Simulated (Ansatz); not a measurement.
AlNi3 in Ansatz: the effect of functional

Crystal: AlNi3.

```
Ni Al
1.0
     3.59215    0.00000    0.00000
     0.00000    3.59215    0.00000
     0.00000    0.00000    3.59215
Ni Al
3 1
Cartesian
  1.7961 1.7961 0.0000
  1.7961 0.0000 1.7961
  0.0000 1.7961 1.7961
  0.0000 0.0000 0.0000
```

The cell is a database's computed one.

The cell isn't the ideal one: volume scaled by 1.06.

Alike in all runs:

| Quantity | Value |
| --- | --- |
| Program | Ansatz 0.2.0 |
| Task | single point |
| Potentials or basis | Ansatz PAW |
| k mesh | 8 × 8 × 8 |
| Occupations | fermi-dirac, width 0.05 eV |
| Spin | collinear spin, ferromagnetic start |
| Starting moments | [1.0, 1.0, 1.0, 0.0] μB |

```tsv
functional	cutoff	pressure (GPa)	moment (μB)
LDA	420 eV (not typed: the program's choice for these potentials)	-16.9	0.58
r2SCAN	500 eV (not typed: the program's choice for these potentials)	?	?
PBE	420 eV (not typed: the program's choice for these potentials)	-3.6	0.74
```

What does the run with functional r2SCAN give?

Pressure -9.9 GPa; moment 0.90 μB.

Caveats: the PAW data sets come from PBE, with cores solved anew for the run's functional, which leaves a small shift of forces and pressure (some runs); the magnetic or orbital state may not be the lowest (some runs).
